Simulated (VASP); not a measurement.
# Mg3Sb2 (P-3m1) in VASP: notebook

One crystal, Mg3Sb2, is run at these levels: PBEsol; tasks: single point, relaxation of cell and atoms.

Everything below comes from runs of VASP 6.6.1. Logs are shortened: lines on timing, memory, paths and dates and some standing lists are left out, and cuts for length are marked.

## (1) The crystal as given

Symmetry: P-3m1, No. 164, trigonal system. Conventional cell: a = 4.553 Å, b = 4.553 Å, c = 7.179 Å, α = 90.00°, β = 90.00°, γ = 120.00°. Mg (site symmetry 3m) is surrounded by 4 Sb at 2.82 to 2.93 Å and 3 Mg at 3.25 Å. Mg (site symmetry -3m) has 6 Sb at 3.08 Å as nearest neighbours. Around Sb (site symmetry 3m) lie 7 Mg at 2.82 to 3.08 Å.

## (2) Single point, PBEsol

The input, INCAR:

```
SYSTEM = Mg3Sb2
  PREC = Accurate
  ENCUT = 520
  EDIFF = 1E-6
  ISMEAR = 0
  SIGMA = 0.01
  LREAL = .False.
  LASPH = .True.
  NELM = 100
  ALGO = Fast
  ISIF = 2
  LWAVE = .False.
  LCHARG = .True.
  GGA = PS
  LELF = .True.
  LVHAR = .True.
  NBANDS = 16
```

The input, KPOINTS:

```
Automatic mesh
0
Gamma
  7 7 4
  0 0 0
```

The input, POSCAR:

```
Mg3Sb2
1.0
    4.5532104039      0.0000000000      0.0000000000
   -2.2766052020      3.9431958786      0.0000000000
    0.0000000000      0.0000000000      7.1788505332
Mg Sb
3 2
Direct
    0.3333333333      0.6666666667      0.6326208364
    0.6666666667      0.3333333333      0.3673791636
    0.0000000000      0.0000000000      0.0000000000
    0.3333333333      0.6666666667      0.2241630023
    0.6666666667      0.3333333333      0.7758369977
```

Potentials or basis: VASP PAW PBE potentials, release 64 (Mg, Sb).

The run is started by

```bash
$ cat potpaw_PBE.64/Mg/POTCAR potpaw_PBE.64/Sb/POTCAR > POTCAR
$ mpirun -np 1 vasp_std > vasp.out
```

OUTCAR:

```text
SYSTEM = Mg3Sb2
   PREC = Accurate
   ENCUT = 520
   EDIFF = 1E-6
   ISMEAR = 0
   LREAL = .False.
   LASPH = .True.
   NELM = 100
   ISIF = 2
   GGA = PS

 ion  position               nearest neighbor table
   1  0.333  0.667  0.633-   5 2.82   5 2.82   5 2.82   4 2.93   2 3.25   2 3.25   2 3.25
   2  0.667  0.333  0.367-   4 2.82   4 2.82   4 2.82   5 2.93   1 3.25   1 3.25   1 3.25
   3  0.000  0.000  0.000-   4 3.08   5 3.08   5 3.08   4 3.08   5 3.08   4 3.08
   4  0.333  0.667  0.224-   2 2.82   2 2.82   2 2.82   1 2.93   3 3.08   3 3.08   3 3.08
   5  0.667  0.333  0.776-   1 2.82   1 2.82   1 2.82   2 2.93   3 3.08   3 3.08   3 3.08

  LATTYP: Found a hexagonal cell.
 ALAT       =     4.5532104039
 C/A-ratio  =     1.5766568852

  Lattice vectors:

 A1 = (   4.5532104039,   0.0000000000,   0.0000000000)
 A2 = (  -2.2766052020,   3.9431958786,   0.0000000000)
 A3 = (   0.0000000000,   0.0000000000,   7.1788505332)

Analysis of symmetry for initial positions (statically):
=====================================================================
 Subroutine PRICEL returns:
 Original cell was already a primitive cell.

 Routine SETGRP: Setting up the symmetry group for a
 hexagonal supercell.

 Subroutine GETGRP returns: Found 12 space group operations
 (whereof 12 operations were pure point group operations)
 out of a pool of 24 trial point group operations.

The static configuration has the point symmetry D_3d.

Analysis of symmetry for dynamics (positions and initial velocities):
=====================================================================
 Subroutine PRICEL returns:
 Original cell was already a primitive cell.

 Routine SETGRP: Setting up the symmetry group for a
 hexagonal supercell.

 Subroutine GETGRP returns: Found 12 space group operations
 (whereof 12 operations were pure point group operations)
 out of a pool of 24 trial point group operations.

The dynamic configuration has the point symmetry D_3d.

 Subroutine INISYM returns: Found 12 space group operations
 (whereof 12 operations are pure point group operations),
 and found     1 'primitive' translations

----------------------------------------------------------------------------------------

                                     Primitive cell

  volume of cell :     128.8905

  direct lattice vectors                    reciprocal lattice vectors
     4.553210404  0.000000000  0.000000000     0.219625256  0.126800701  0.000000000
    -2.276605202  3.943195879  0.000000000     0.000000000  0.253601401  0.000000000
     0.000000000  0.000000000  7.178850533     0.000000000  0.000000000  0.139298067

  length of vectors
     4.553210404  4.553210404  7.178850533     0.253601401  0.253601401  0.139298067

  position of ions in fractional coordinates (direct lattice)
     0.333333333  0.666666667  0.632620836
     0.666666667  0.333333333  0.367379164
     0.000000000  0.000000000  0.000000000
     0.333333333  0.666666667  0.224163002
     0.666666667  0.333333333  0.775836998

  ion indices of the primitive-cell ions
   primitive index   ion index
                 1           1
                 2           2
                 3           3
                 4           4
                 5           5

----------------------------------------------------------------------------------------

 KPOINTS: Automatic mesh

Automatic generation of k-mesh.
 Grid dimensions read from file:
 generate k-points for:    7    7    4

 Generating k-lattice:

  Cartesian coordinates                     Fractional coordinates (reciprocal lattice)
     0.031375037  0.018114386  0.000000000     0.142857143  0.000000000  0.000000000
     0.000000000  0.036228772  0.000000000     0.000000000  0.142857143  0.000000000
     0.000000000  0.000000000  0.034824517     0.000000000  0.000000000  0.250000000

  Length of vectors
     0.036228772  0.036228772  0.034824517

  Shift w.r.t. Gamma in fractional coordinates (k-lattice)
     0.000000000  0.000000000  0.000000000

 Subroutine IBZKPT returns following result:
 ===========================================

 Found     28 irreducible k-points:

 Following reciprocal coordinates:
            Coordinates               Weight
  0.000000  0.000000  0.000000      1.000000
  0.142857 -0.000000  0.000000      6.000000
  0.285714 -0.000000  0.000000      6.000000
  0.428571 -0.000000  0.000000      6.000000
  0.142857  0.142857  0.000000      6.000000
  0.285714  0.142857  0.000000     12.000000
[... 16 lines left out ...]
  0.285714 -0.000000  0.500000      6.000000
  0.428571 -0.000000  0.500000      6.000000
 [... further k-points ...]
   k-points           NKPTS =     28   k-points in BZ     NKDIM =     28   number of bands    NBANDS=     16
   number of dos      NEDOS =    301   number of ions     NIONS =      5
   total plane-waves  NPLWV =  69984
   dimension x,y,z NGX =    36 NGY =   36 NGZ =   54
   dimension x,y,z NGXF=    72 NGYF=   72 NGZF=  108
   ions per type =               3   2
   NGX,Y,Z   is equivalent  to a cutoff of  13.14, 13.14, 12.51 a.u.
   NGXF,Y,Z  is equivalent  to a cutoff of  26.29, 26.29, 25.01 a.u.
 SYSTEM =  Mg3Sb2
   PREC   = accura    normal or accurate (medium, high low for compatibility)
   ISTART =      0    job   : 0-new  1-cont  2-samecut
   ICHARG =      2    charge: 1-file 2-atom 10-const
   ISPIN  =      1    spin polarized calculation?
   LNONCOLLINEAR =      F non collinear calculations
   LSORBIT =      F    spin-orbit coupling
   LASPH  =      T    aspherical Exc in radial PAW
   ENCUT  =  520.0 eV  38.22 Ry    6.18 a.u.   8.47  8.47 13.35*2*pi/ulx,y,z
   NELM   =    100;   NELMIN=  2; NELMDL= -5     # of ELM steps
   EDIFF  = 0.1E-05   stopping-criterion for ELM
[... 8 lines left out ...]
   TEBEG  =    0.0;   TEEND  =   0.0 temperature during run
   PSTRESS=    0.0 pullay stress
   NELECT =      16.0000    total number of electrons
   NUPDOWN=      -1.0000    fix difference up-down
   EMIN   =  10.00;   EMAX   =-10.00  energy-range for DOS
   EFERMI =   0.00;   METHOD = LEGACY
   ISMEAR =     0;   SIGMA  =   0.01  broadening in eV -4-tet -1-fermi 0-gaus
   EFERMI_NEDOS =   21; number of points for ismear=-14 and -15
   IALGO  =     68    algorithm
   IMIX   =      4    mixing-type and parameters
     AMIX     =   0.40;   BMIX     =  1.00
     AMIX_MAG =   1.60;   BMIX_MAG =  1.00
  volume/ion in A,a.u.               =      25.78       173.96
  Fermi-wavevector in a.u.,A,eV,Ry     =   0.816660  1.543263  9.074177  0.666933
  Thomas-Fermi vector in A             =   1.926968
   LORBIT       =      0    0 simple, 1 ext, 2 COOP (PROOUT), +10 PAW based schemes
   GGA     = PS    functional components
   LHFCALC =     F    Hartree Fock is set to
   AEXX    =    0.0000 exact exchange contribution
   IVDW    =     0    specifies the selected vdW correction
   LEPSILON=     F    determine dielectric tensor
   LRPA    =     F    only Hartree local field effects (RPA)
 non-spin polarized calculation
 RMM-DIIS sequential band-by-band and
 Gauss-broadening in eV      SIGMA  =   0.01
  energy-cutoff  :      520.00
  volume of cell :      128.89
 maximum number of plane-waves:      3491
 NGX is ok and might be reduce to    36
   NGX = 17   NGY = 17   NGZ = 27

 number of electron      16.0000000 magnetization

 Free energy of the ion-electron system (eV)
  ---------------------------------------------------
  ext. energy  EPLUGINS =         0.00000000
  ---------------------------------------------------
  free energy    TOTEN  =       -16.15698533 eV

  energy without entropy =      -16.15698533  energy(sigma->0) =      -16.15698533

 E-fermi :   4.6330     XC(G=0):  -8.9501

 val. band max:        4.5567513364   @ k =   0.0000   0.0000   0.0000
 cond. band min:       4.7439937273   @ k =   0.0000   0.4286   0.2500
 fundamental gap:      0.1872423908
 Fermi energy:         4.6330149618

 k-point     1 :       0.0000    0.0000    0.0000
  band No.  band energies     occupation
      1      -5.8991      2.00000
      2      -4.5950      2.00000
      3      -0.4908      2.00000
      4       3.3873      2.00000
      5       3.3873      2.00000
      6       4.1130      2.00000
[... 8 lines left out ...]
     15       8.5947      0.00000
     16       9.5067      0.00000

 k-point     2 :       0.1429   -0.0000    0.0000
  band No.  band energies     occupation
      1      -5.7562      2.00000
      2      -4.5132      2.00000
      3      -0.3129      2.00000
      4       2.2367      2.00000
      5       3.0189      2.00000
      6       3.0467      2.00000
[... 8 lines left out ...]
     15       8.5266      0.00000
     16       8.9204      0.00000

 k-point     3 :       0.2857   -0.0000    0.0000
  band No.  band energies     occupation
      1      -5.3630      2.00000
      2      -4.3413      2.00000
      3       0.1893      2.00000
      4       0.7714      2.00000
      5       1.7078      2.00000
      6       2.4973      2.00000
[... 8 lines left out ...]
     15       9.4606      0.00000
     16       9.4688      0.00000

 k-point     4 :       0.4286   -0.0000    0.0000
  band No.  band energies     occupation
      1      -4.8799      2.00000
      2      -4.2967      2.00000
      3      -0.1323      2.00000
      4       0.8212      2.00000
      5       0.9843      2.00000
      6       2.1937      2.00000
[... 8 lines left out ...]
     15      10.6778      0.00000
     16      11.0271      0.00000
[... 324 lines left out ...]
 k-point    22 :       0.1429   -0.0000    0.5000
  band No.  band energies     occupation
      1      -5.3641      2.00000
      2      -5.1277      2.00000
      3       1.3238      2.00000
      4       1.3713      2.00000
      5       2.9022      2.00000
      6       3.0449      2.00000
[... 8 lines left out ...]
     15       9.0308      0.00000
     16       9.4381      0.00000

 k-point    23 :       0.2857   -0.0000    0.5000
  band No.  band energies     occupation
      1      -5.0154      2.00000
      2      -4.8264      2.00000
      3       0.4893      2.00000
      4       0.7329      2.00000
      5       2.5149      2.00000
      6       2.7357      2.00000
[... 8 lines left out ...]
     15       9.8351      0.00000
     16       9.8738      0.00000

 k-point    24 :       0.4286   -0.0000    0.5000
  band No.  band energies     occupation
      1      -4.6378      2.00000
      2      -4.5442      2.00000
      3      -0.3684      2.00000
      4      -0.0344      2.00000
      5       2.6310      2.00000
      6       2.7578      2.00000
[... 8 lines left out ...]
     15      10.4258      0.00000
     16      10.5045      0.00000

 [... further k-points ...]

------------------------ aborting loop because EDIFF is reached ----------------------------------------

  FORCE on cell =-STRESS in cart. coord.  units (eV):
  Direction    XX          YY          ZZ          XY          YZ          ZX
  --------------------------------------------------------------------------------------
  -------------------------------------------------------------------------------------
  Total        0.0669424      0.0669424      0.0682864     -0.0000000      0.0000000     -0.0000000
  in kB        0.8321298      0.8321298      0.8488361     -0.0000000      0.0000000     -0.0000000
  external PRESSURE =       0.8376985 kB  Pullay stress =       0.0000000 kB

 VOLUME and BASIS-vectors are now :
 -----------------------------------------------------------------------------
  energy-cutoff  :      520.00
  volume of cell :      128.89
      direct lattice vectors                 reciprocal lattice vectors
     4.553210404  0.000000000  0.000000000     0.219625256  0.126800701  0.000000000
    -2.276605202  3.943195879  0.000000000     0.000000000  0.253601401  0.000000000
     0.000000000  0.000000000  7.178850533     0.000000000  0.000000000  0.139298067

 POSITION                                       TOTAL-FORCE (eV/Angst)
 -----------------------------------------------------------------------------------
     -0.00000      2.62880      4.54149         0.000000     -0.000000     -0.002067
      2.27661      1.31440      2.63736         0.000000      0.000000      0.002067
      0.00000      0.00000      0.00000         0.000000      0.000000      0.000000
     -0.00000      2.62880      1.60923        -0.000000      0.000000     -0.019450
      2.27661      1.31440      5.56962        -0.000000     -0.000000      0.019450
 -----------------------------------------------------------------------------------
    total drift:                               -0.000000      0.000000     -0.000000

  FREE ENERGIE OF THE ION-ELECTRON SYSTEM (eV)
  ---------------------------------------------------
  free  energy   TOTEN  =       -16.1569853267 eV

  energy  without entropy=      -16.1569853267  energy(sigma->0) =      -16.15698533
```

Run time: 34 s. Hardware: 1 thread of Intel Xeon 6975P-C (Granite Rapids), shared host; peak memory 0.27 GiB.

What came out:

```
Free energy            : -16.1570 eV
Pressure               : 0.1 GPa
Largest force          : 0.019 eV/Å
Band gap on the k mesh : 0.19 eV, indirect (least direct gap 1.09 eV)
```

Forces on the atoms (eV/Å):
```
Mg   0.000  0.000 -0.002
Mg   0.000  0.000  0.002
Mg   0.000  0.000  0.000
Sb   0.000  0.000 -0.019
Sb   0.000  0.000  0.019
```

Caveat: the PAW data sets were made with another functional, which shifts forces and pressure a little; spin-orbit coupling is left out, which moves the levels of the heavy elements; an odd mesh through Γ misses points on the zone boundary, where band edges often lie.

## (3) Relaxation of cell and atoms, PBEsol

This run uses another cell than the first one, of 26.34 Å³/atom, 1.022 times its volume.

The input, INCAR:

```
  PREC = Accurate
  ENCUT = 600
  EDIFF = 1E-7
  ISMEAR = 0
  SIGMA = 0.01
  LREAL = F
  LASPH = T
  NELM = 100
  ALGO = Normal
  ISIF = 3
  LWAVE = F
  LCHARG = F
  GGA = PS
  IBRION = 2
  NSW = 80
  EDIFFG = -0.01
```

The input, KPOINTS:

```
regular mesh
0
Gamma
  7 7 4
```

The input, POSCAR:

```
Mg3Sb2
1.0
    4.5820000000      0.0000000000      0.0000000000
   -2.2910000000      3.9681284000      0.0000000000
    0.0000000000      0.0000000000      7.2440000000
Mg Sb
3 2
Direct
    0.3333333300      0.6666666700      0.6300000000
    0.6666666700      0.3333333300      0.3700000000
    0.0000000000      0.0000000000      0.0000000000
    0.3333333300      0.6666666700      0.2350000000
    0.6666666700      0.3333333300      0.7650000000
```

Potentials or basis: VASP PAW PBE potentials, release 64 (Mg, Sb).

The run is started by

```bash
$ cat potpaw_PBE.64/Mg/POTCAR potpaw_PBE.64/Sb/POTCAR > POTCAR
$ mpirun -np 1 vasp_std > vasp.out
```

Run time: 1.9 min. Hardware: 1 thread of Intel Xeon 6975P-C (Granite Rapids), shared host; peak memory 0.35 GiB.

Results (log left out):

```yaml
Free_energy: -16.1574 eV
Relaxed_volume: 25.78 Å³/atom
Relaxed_cell: a = 4.554 Å, b = 4.554 Å, c = 7.178 Å, α = 90.00°, β = 90.00°, γ = 120.00°
Space_group_after_relaxing_to_0.05_Å: P-3m1 (No. 164)
Energy_gained_by_relaxing: 8.8 meV/atom
Ionic_steps: 6
Pressure_after_relaxing: 0.1 GPa
Largest_force_after_relaxing: 0.008 eV/Å
Band_gap_on_the_k_mesh: 0.18 eV, indirect (least direct gap 1.09 eV)
```

Forces on the atoms (eV/Å):
```
Mg   0.000  0.000 -0.008
Mg   0.000  0.000  0.008
Mg   0.000  0.000  0.000
Sb   0.000  0.000  0.008
Sb   0.000  0.000 -0.008
```

The path:
```
step  energy change (eV)  largest force (eV/Å)  pressure (GPa)  volume (Å³)
   1              0.0000                0.4749           -0.38       131.71
   2             -0.0231                0.3320           -0.14       130.53
   3             -0.0360                0.1082            0.34       128.61
   4             -0.0425                0.0326           -0.09       129.42
   5             -0.0428                0.0298           -0.19       129.62
   6             -0.0439                0.0085            0.05       128.90
```

Final structure:
```
CELL_PARAMETERS angstrom
4.55362 0.00000 0.00000
-2.27681 3.94355 0.00000
0.00000 0.00000 7.17828
ATOMIC_POSITIONS crystal
Mg 0.33333 0.66667 0.63272
Mg 0.66667 0.33333 0.36728
Mg 0.00000 0.00000 0.00000
Sb 0.33333 0.66667 0.22356
Sb 0.66667 0.33333 0.77644
```

Levels at points of the mesh, in eV from the valence-band top:
| k point | band 6 | band 7 | band 8 | band 9 | band 10 | band 11 |
| --- | --- | --- | --- | --- | --- | --- |
| (0.00, 0.00, 0.00) | -0.45 | -0.45 | 0.00 | 1.09 | 1.14 | 2.98 |
| (0.00, 0.00, 0.50) | -0.83 | -0.82 | -0.82 | 1.67 | 1.83 | 2.63 |

Caveat: the PAW data sets were made with another functional, which shifts forces and pressure a little; spin-orbit coupling is left out, which moves the levels of the heavy elements; an odd mesh through Γ misses points on the zone boundary, where band edges often lie.
